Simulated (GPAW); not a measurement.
# Al (P6/mmm) in GPAW: a series of runs

Runs on Al. Level: PBE. Tasks: single point.

Everything below comes from runs of GPAW 26.7.0. Logs are shortened: lines on timing, memory, paths and dates and some standing lists are left out, and cuts for length are marked. The log counts tension as positive stress, the text compression.

### 1 The crystal as given

The structure is hexagonal, space group P6/mmm (No. 191). Conventional cell: a = 4.547 Å, b = 4.547 Å, c = 2.754 Å, α = 90.00°, β = 90.00°, γ = 120.00°. Al (site symmetry -6m2) has 5 Al at 2.63 to 2.75 Å as nearest neighbours.

The cell was built by a generator and needn't be a form met in nature.

### 2 Single point, PBE

Contents of run.py:

```python
from ase.dft.bandgap import bandgap
from ase.io import read, write
from ase.units import GPa
from gpaw import GPAW, PW

atoms = read('POSCAR')

calc = GPAW(mode=PW(600),
            xc='PBE',
            kpts={'size': (7, 7, 10), 'gamma': True},
            occupations={'name': 'fermi-dirac', 'width': 0.05},
            nbands=10,
            convergence={'density': 1e-05, 'energy': 1e-05},
            maxiter=150,
            txt='gpaw.txt')
atoms.calc = calc
energy = atoms.get_potential_energy()
forces = atoms.get_forces()
stress = atoms.get_stress()
calc.write('gs.gpw')
write('result.traj', atoms)
print(f'Energy: {energy:.6f} eV')
print('Forces (eV/A):')
print(forces.round(4))
print('Stress (GPa):', (stress / GPa).round(3))
print('Fermi level:', round(calc.get_fermi_level(), 4), 'eV')
print(f'Gap: {bandgap(calc)[0]:.4f} eV, direct: {bandgap(calc, direct=True)[0]:.4f} eV')
```

Contents of POSCAR:

```
Al
1.0
    4.5467296547      0.0000000000      0.0000000000
   -2.2733648274      3.9375833851      0.0000000000
    0.0000000000      0.0000000000      2.7539300000
Al
2
Direct
    0.3333300000      0.6666700000      0.5000000000
    0.6666633333      0.3333366667      0.5000000000
```

Potentials or basis: GPAW PAW data sets (gpaw-data 1.2.1), pw.

The run is started by

```sh
$ OMP_NUM_THREADS=1 python run.py
```

gpaw.txt:

```text
__  _  _
 | _ |_)|_||  |
 |__||  | ||/\| - 26.7.0

Input parameters:
  mode=PW(ecut=600.0),
  convergence={'density': 1e-05, 'energy': 1e-05},
  kpts=MonkhorstPack(size=(7, 7, 10), gamma=True),
  maxiter=150,
  nbands=10,
  occupations=Occupations(name='fermi-dirac', width=0.05),
  xc=XC(name='PBE')

Diagonalizing LCAO Hamiltonian
Converting LCAO to pw mode

        Al  Al

Atoms  # Å, Bohr magnetons
|   | symbol |         x |        y |        z |    initial magnetic moments |
|---|--------|-----------|----------|----------|-----------------------------|
| 0 |     Al | -0.000023 | 2.625069 | 1.376965 | ( 0.0000,  0.0000,  0.0000) |
| 1 |     Al |  2.273342 | 1.312541 | 1.376965 | ( 0.0000,  0.0000,  0.0000) |

Unit cell  # Å
| periodic |         x |        y |        z |  lengths |     angles |
|----------|-----------|----------|----------|----------|------------|
|      yes |  4.546730 | 0.000000 | 0.000000 | 4.546730 |  90.000000 |
|      yes | -2.273365 | 3.937583 | 0.000000 | 4.546730 |  90.000000 |
|      yes |  0.000000 | 0.000000 | 2.753930 | 2.753930 | 120.000000 |

Number of symmetries: 4
Symmetry operations  # r_c * U_cc + t_c -> r_c
|   | kind |            matrix            |
|---|------|------------------------------|
| 0 |  E   |  1, 0, 0,  0, 1, 0,  0, 0, 1 |
| 1 |  σ   |  1, 0, 0,  0, 1, 0,  0, 0,-1 |
| 2 |  σ   |  0,-1, 0, -1, 0, 0,  0, 0, 1 |
| 3 |  C2  |  0,-1, 0, -1, 0, 0,  0, 0,-1 |

BZ-sampling:
  Number of BZ points: 490
  Number of IBZ points: 96

  Monkhorst-Pack size: [7, 7, 10]
  Monkhorst-Pack shift: [0.0, 0.0, 0.05]

K-points  # in reciprocal-cell coordinates
|     |                                coordinates |     weight |
|-----|--------------------------------------------|------------|
|   0 | (  0.00000000,   0.00000000,   0.00000000) | 0.00204082 |
|   1 | (  0.00000000,   0.00000000,   0.10000000) | 0.00408163 |
|   2 | (  0.00000000,   0.00000000,   0.20000000) | 0.00408163 |
|   3 | (  0.00000000,   0.00000000,   0.30000000) | 0.00408163 |
|   4 | (  0.00000000,   0.00000000,   0.40000000) | 0.00408163 |
|   5 | (  0.00000000,   0.00000000,   0.50000000) | 0.00204082 |
|   6 | (  0.14285714,  -0.14285714,   0.00000000) | 0.00408163 |
|   7 | (  0.14285714,  -0.14285714,   0.10000000) | 0.00816327 |
|   8 | (  0.14285714,  -0.14285714,   0.20000000) | 0.00816327 |
|   9 | (  0.14285714,  -0.14285714,   0.30000000) | 0.00816327 |
| ... |                                            |            |
|  95 | (  0.42857143,   0.42857143,   0.50000000) | 0.00408163 |

Plane wave coefficients: 1661
Cutoff: 600.0 eV

Spin-components: 1 (collinear spins)
Bands:           10
Projectors:      10
Spin-degeneracy: 2
Datatype:        complex128

Parallelization:
  kpt:    1
  domain: 1
  band:   1

Density:
  Valence electrons: 6.0
  Components: 1
  Grid points: [27 27 16]
  Charge: 0.0  # |e|

Potential:
  Grid points: [27 27 16]

species:
  Al:
    name:    Aluminium
    Z:       13.0
    valence: 3
    core:    10
    charge:  0.0  # [|e|]
    compensation charges:
      type: gauss
      rc: 0.34  # [Å]
      lmax: 2
    cutoffs:
      filter: 1.91  # [Å]
      core: 2.36  # [Å]
    projectors
    | kind |    occ | energy [eV] | rcut [Å] |
    |------|--------|-------------|----------|
    |   3s |  2.000 |      -7.753 |    1.085 |
    |   3p |  1.000 |      -2.712 |    1.085 |
    |    s |        |      19.459 |    1.085 |
    |    p |        |      24.499 |    1.085 |
    |    d |        |       0.000 |    1.085 |

    Using partial waves for Al as LCAO basis

Reference energy: -13206.846530  # eV

eigensolver:
  PPCG
  Converge bands: occupied
  niter=2

density mixing:
  MSR1-Mixer
  Pratt-step length: 0.05
  Maximum mixing coefficient: 0.75
  Old densities: 10
  SVD Regularization: 0.005
  Good broyden scale: 1.0
  Trust region scale: 1.0
  Backstep threshold: 4.0
  History deletion threshold: 6.0
  Fourier metric: weight=20.0, sigma=0.015

occupation numbers:
  Fermi-Dirac:
    width: 0.0500  # eV

poisson solver:
  ecut: 4800.0  # eV

xc functional:
  name: PBE with 2 nearest neighbor stencil

convergence criteria:
- Maximum integral of absolute [dens]ity change: 1e-05 electrons / valence electron
- Maximum [total energy] change in last 3 cyles: 1e-05 eV / valence electron
- Maximum integral of absolute [eigenst]ate change: 4e-08 eV^2 / valence electron
maximum number of iterations: 150

SCF iterations
|iter     | |      energy | eigst |  dens |
|---------|-|-------------|-------|-------|
|iter:   1| |   -6.480152 | -0.34 |       |
|iter:   2| |   -6.485429 | -2.41 | -0.92 |
|iter:   3| |   -6.498456 | -2.92 | -0.94 |
|iter:   4| |   -6.497916 | -3.58 | -1.48 |
|iter:   5| |   -6.498083 | -5.42 | -2.37 |
|iter:   6| |   -6.498097 | -6.78 | -3.07 |
|iter:   7| |   -6.498098c| -7.21 | -3.50 |
|iter:   8| |   -6.498098c| -7.91c| -4.54 |
|iter:   9| |   -6.498098c| -8.52c| -4.88 |
|iter:  10| |   -6.498098c| -9.08c| -5.37c|

Converged in 10 steps
Energy contributions relative to reference atoms: (reference = -13206.846530)

Energy contributions:
  Kinetic:           8.093571
  Coulomb:          -5.845424
  Zero:             -0.004500
  External:          0.000000
  Xc:               -8.739140
  Entropy:          -0.005209
  Spinorbit:         0.000000
  ----------------------------
  Free energy:      -6.500702
  Extrapolated:     -6.498098

dipole moment: (-0.000095, 0.000052, -0.000001)  # |e|*Ang

Fermi level: 3.370
Eigenvalues  # (at kpt = [0.000, 0.000, 0.000])
| band index |      eig [eV] | occ [0-2] |
|------------|---------------|-----------|
|          0 |        -5.391 |     2.000 |
|          1 |         2.533 |     2.000 |
|          2 |         2.533 |     2.000 |
|          3 |         2.845 |     2.000 |
|          4 |         5.604 |     0.000 |
|          5 |         5.604 |     0.000 |
|          6 |         8.877 |     0.000 |
|          7 |        12.688 |     0.000 |
|          8 |        13.296 |     0.000 |
|          9 |        18.968 |     0.000 |

No gap
No difference between direct/indirect transitions

Forces  # eV/Ang
|        x |        y |       z |
|----------|----------|---------|
|  0.00000 | -0.00000 | 0.00000 |  # Al   0
| -0.00000 |  0.00000 | 0.00000 |  # Al   1

Stress tensor  # eV/Ang^3
|         x |         y |        z |
|-----------|-----------|----------|
| -0.001514 | -0.000000 | 0.000000 |
| -0.000000 | -0.001514 | 0.000000 |
|  0.000000 |  0.000000 | 0.003134 |

# Writing to gs.gpw (mode='')
```

Wall time 20 s (1 thread of Arm Neoverse V2, shared host); peak memory 0.18 GiB.

What came out:

```yaml
Free_energy: -6.5007 eV
Pressure: 0.0 GPa
Band_gap_on_the_k_mesh: none (metal or under the smearing width)
```

### 3 Single point, PBE

Edit run.py of step 2 so:

```diff
@@ -3,3 +3,5 @@
 from ase.units import GPa
-from gpaw import GPAW, PW
+from gpaw import GPAW, PW, setup_paths
+
+setup_paths.insert(0, '.')
```

POSCAR is that of step 2.

Potentials or basis: PAW data sets generated in the run's folder for this functional, pw.

The run is started by

```sh
$ gpaw-setup -f PBE Al
$ OMP_NUM_THREADS=1 python run.py
```

gpaw.txt:

```text
__  _  _
 | _ |_)|_||  |
 |__||  | ||/\| - 26.7.0

Input parameters:
  mode=PW(ecut=600.0),
  convergence={'density': 1e-05, 'energy': 1e-05},
  kpts=MonkhorstPack(size=(7, 7, 10), gamma=True),
  maxiter=150,
  nbands=10,
  occupations=Occupations(name='fermi-dirac', width=0.05),
  xc=XC(name='PBE')

Diagonalizing LCAO Hamiltonian
Converting LCAO to pw mode

        Al  Al

Atoms  # Å, Bohr magnetons
|   | symbol |         x |        y |        z |    initial magnetic moments |
|---|--------|-----------|----------|----------|-----------------------------|
| 0 |     Al | -0.000023 | 2.625069 | 1.376965 | ( 0.0000,  0.0000,  0.0000) |
| 1 |     Al |  2.273342 | 1.312541 | 1.376965 | ( 0.0000,  0.0000,  0.0000) |

Unit cell  # Å
| periodic |         x |        y |        z |  lengths |     angles |
|----------|-----------|----------|----------|----------|------------|
|      yes |  4.546730 | 0.000000 | 0.000000 | 4.546730 |  90.000000 |
|      yes | -2.273365 | 3.937583 | 0.000000 | 4.546730 |  90.000000 |
|      yes |  0.000000 | 0.000000 | 2.753930 | 2.753930 | 120.000000 |

Number of symmetries: 4
Symmetry operations  # r_c * U_cc + t_c -> r_c
|   | kind |            matrix            |
|---|------|------------------------------|
| 0 |  E   |  1, 0, 0,  0, 1, 0,  0, 0, 1 |
| 1 |  σ   |  1, 0, 0,  0, 1, 0,  0, 0,-1 |
| 2 |  σ   |  0,-1, 0, -1, 0, 0,  0, 0, 1 |
| 3 |  C2  |  0,-1, 0, -1, 0, 0,  0, 0,-1 |

BZ-sampling:
  Number of BZ points: 490
  Number of IBZ points: 96

  Monkhorst-Pack size: [7, 7, 10]
  Monkhorst-Pack shift: [0.0, 0.0, 0.05]

K-points  # in reciprocal-cell coordinates
|     |                                coordinates |     weight |
|-----|--------------------------------------------|------------|
|   0 | (  0.00000000,   0.00000000,   0.00000000) | 0.00204082 |
|   1 | (  0.00000000,   0.00000000,   0.10000000) | 0.00408163 |
|   2 | (  0.00000000,   0.00000000,   0.20000000) | 0.00408163 |
|   3 | (  0.00000000,   0.00000000,   0.30000000) | 0.00408163 |
|   4 | (  0.00000000,   0.00000000,   0.40000000) | 0.00408163 |
|   5 | (  0.00000000,   0.00000000,   0.50000000) | 0.00204082 |
|   6 | (  0.14285714,  -0.14285714,   0.00000000) | 0.00408163 |
|   7 | (  0.14285714,  -0.14285714,   0.10000000) | 0.00816327 |
|   8 | (  0.14285714,  -0.14285714,   0.20000000) | 0.00816327 |
|   9 | (  0.14285714,  -0.14285714,   0.30000000) | 0.00816327 |
| ... |                                            |            |
|  95 | (  0.42857143,   0.42857143,   0.50000000) | 0.00408163 |

Plane wave coefficients: 1661
Cutoff: 600.0 eV

Spin-components: 1 (collinear spins)
Bands:           10
Projectors:      10
Spin-degeneracy: 2
Datatype:        complex128

Parallelization:
  kpt:    1
  domain: 1
  band:   1

Density:
  Valence electrons: 6.0
  Components: 1
  Grid points: [27 27 16]
  Charge: 0.0  # |e|

Potential:
  Grid points: [27 27 16]

species:
  Al:
    name:    Aluminium
    Z:       13.0
    valence: 3
    core:    10
    charge:  0.0  # [|e|]
    compensation charges:
      type: gauss
      rc: 0.34  # [Å]
      lmax: 2
    cutoffs:
      filter: 1.91  # [Å]
      core: 2.36  # [Å]
    projectors
    | kind |    occ | energy [eV] | rcut [Å] |
    |------|--------|-------------|----------|
    |   3s |  2.000 |      -7.753 |    1.085 |
    |   3p |  1.000 |      -2.712 |    1.085 |
    |    s |        |      19.459 |    1.085 |
    |    p |        |      24.499 |    1.085 |
    |    d |        |       0.000 |    1.085 |

    Using partial waves for Al as LCAO basis

Reference energy: -13206.846959  # eV

eigensolver:
  PPCG
  Converge bands: occupied
  niter=2

density mixing:
  MSR1-Mixer
  Pratt-step length: 0.05
  Maximum mixing coefficient: 0.75
  Old densities: 10
  SVD Regularization: 0.005
  Good broyden scale: 1.0
  Trust region scale: 1.0
  Backstep threshold: 4.0
  History deletion threshold: 6.0
  Fourier metric: weight=20.0, sigma=0.015

occupation numbers:
  Fermi-Dirac:
    width: 0.0500  # eV

poisson solver:
  ecut: 4800.0  # eV

xc functional:
  name: PBE with 2 nearest neighbor stencil

convergence criteria:
- Maximum integral of absolute [dens]ity change: 1e-05 electrons / valence electron
- Maximum [total energy] change in last 3 cyles: 1e-05 eV / valence electron
- Maximum integral of absolute [eigenst]ate change: 4e-08 eV^2 / valence electron
maximum number of iterations: 150

SCF iterations
|iter     | |      energy | eigst |  dens |
|---------|-|-------------|-------|-------|
|iter:   1| |   -6.479731 | -0.34 |       |
|iter:   2| |   -6.485008 | -2.41 | -0.92 |
|iter:   3| |   -6.498035 | -2.92 | -0.94 |
|iter:   4| |   -6.497495 | -3.58 | -1.48 |
|iter:   5| |   -6.497662 | -5.42 | -2.37 |
|iter:   6| |   -6.497676 | -6.78 | -3.07 |
|iter:   7| |   -6.497677c| -7.21 | -3.50 |
|iter:   8| |   -6.497677c| -7.91c| -4.54 |
|iter:   9| |   -6.497677c| -8.52c| -4.88 |
|iter:  10| |   -6.497677c| -9.08c| -5.37c|

Converged in 10 steps
Energy contributions relative to reference atoms: (reference = -13206.846959)

Energy contributions:
  Kinetic:           8.093530
  Coulomb:          -5.845410
  Zero:             -0.004500
  External:          0.000000
  Xc:               -8.738693
  Entropy:          -0.005209
  Spinorbit:         0.000000
  ----------------------------
  Free energy:      -6.500281
  Extrapolated:     -6.497677

dipole moment: (-0.000095, 0.000052, -0.000001)  # |e|*Ang

Fermi level: 3.370
Eigenvalues  # (at kpt = [0.000, 0.000, 0.000])
| band index |      eig [eV] | occ [0-2] |
|------------|---------------|-----------|
|          0 |        -5.391 |     2.000 |
|          1 |         2.533 |     2.000 |
|          2 |         2.533 |     2.000 |
|          3 |         2.845 |     2.000 |
|          4 |         5.604 |     0.000 |
|          5 |         5.604 |     0.000 |
|          6 |         8.877 |     0.000 |
|          7 |        12.688 |     0.000 |
|          8 |        13.296 |     0.000 |
|          9 |        18.968 |     0.000 |

No gap
No difference between direct/indirect transitions

Forces  # eV/Ang
|        x |        y |       z |
|----------|----------|---------|
|  0.00000 | -0.00000 | 0.00000 |  # Al   0
| -0.00000 |  0.00000 | 0.00000 |  # Al   1

Stress tensor  # eV/Ang^3
|         x |         y |        z |
|-----------|-----------|----------|
| -0.001514 | -0.000000 | 0.000000 |
| -0.000000 | -0.001514 | 0.000000 |
|  0.000000 |  0.000000 | 0.003134 |

# Writing to gs.gpw (mode='')
```

It took 22 s on 1 thread of Arm Neoverse V2, shared host; peak memory 0.18 GiB.

What came out:

| Item | Value |
| --- | --- |
| Free energy | -6.5003 eV |
| Pressure | 0.0 GPa |
| Band gap on the k mesh | none (metal or under the smearing width) |

[end of part 1 of 2]
